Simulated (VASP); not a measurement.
Set up this calculation in VASP 6.6.1, as the native input.

- Task: evGW0 quasiparticle levels
- Functional: PBE
- Potentials or basis: VASP PAW PBE potentials, release 64 (Sn_d_GW, Se_GW)
- Cutoff: 450 eV
- k mesh: 4 × 4 × 4
- Occupations: gaussian, width 0.01 eV
- Spin: no spin polarisation
- GW scheme: evGW0
- GW iterations: 4
- Cutoff of the response function: 100
- Frequency points: 50
- Empty bands: 123
- Further INCAR settings: ALGO = EVGW0; EDIFF = 1e-08; NBANDS = 133

Crystal: SnSe.

```
Sn Se
1.0
     0.00000    3.01000    3.01000
     3.01000    0.00000    3.01000
     3.01000    3.01000    0.00000
Sn Se
1 1
Direct
  0.00000 0.00000 0.00000
  0.50000 0.50000 0.50000
```

Measurements of this composition are mostly on another form, of space group No. 62.

One way to write it, as run:

POSCAR

```
SnSe
1.0
    0.0000000000      3.0100000000      3.0100000000
    3.0100000000      0.0000000000      3.0100000000
    3.0100000000      3.0100000000      0.0000000000
Sn Se
1 1
Direct
    0.0000000000      0.0000000000      0.0000000000
    0.5000000000      0.5000000000      0.5000000000
```

INCAR.step1

```
PREC = Accurate
ENCUT = 450
EDIFF = 1E-8
ISMEAR = 0
SIGMA = 0.01
LREAL = F
LASPH = T
NELM = 60
ALGO = Normal
LWAVE = T
LCHARG = F
GGA = PE
```

INCAR.step2

```
PREC = Accurate
ENCUT = 450
EDIFF = 1E-8
ISMEAR = 0
SIGMA = 0.01
LREAL = F
LASPH = T
NELM = 1
ALGO = Exact
LWAVE = T
LCHARG = F
GGA = PE
NBANDS = 133
LOPTICS = T
ISTART = 1
```

INCAR.step3

```
PREC = Accurate
ENCUT = 450
EDIFF = 1E-8
ISMEAR = 0
SIGMA = 0.01
LREAL = F
LASPH = T
ALGO = EVGW0
LWAVE = F
LCHARG = F
GGA = PE
NELMGW = 4
NBANDS = 133
ENCUTGW = 100
NOMEGA = 50
PRECFOCK = Fast
ISTART = 1
NBANDSGW = 18
```

KPOINTS

```
regular mesh
0
Gamma
  4 4 4
```

Potentials or basis: VASP PAW PBE potentials, release 64 (Sn_d_GW, Se_GW).

Command:

```sh
$ cat potpaw_PBE.64/Sn_d_GW/POTCAR potpaw_PBE.64/Se_GW/POTCAR > POTCAR
$ cp INCAR.step1 INCAR
$ mpirun -np 1 vasp_std > vasp.out
$ cp INCAR.step2 INCAR
$ mpirun -np 1 vasp_std > vasp.out
$ cp INCAR.step3 INCAR
$ mpirun -np 1 vasp_std > vasp.out
```

Results of the run:

| Quantity | Value |
| --- | --- |
| Band gap on the k mesh, mean-field level | 0.57 eV, direct |
| Quasiparticle gap | 0.70 eV |
| Least direct quasiparticle gap | 0.70 eV |

Caveat: the k mesh is coarse (spacing up to 0.45 Å⁻¹), so the values aren't converged; bands, screening cutoff and mesh are small and nothing is extrapolated, so the quasiparticle values aren't converged; spin-orbit coupling is left out, which moves the levels of the heavy elements.

It took 5.7 min on 1 thread of Intel(R) Xeon(R) 6975P-C (Granite Rapids), on a shared host, peak memory 0.48 GiB.
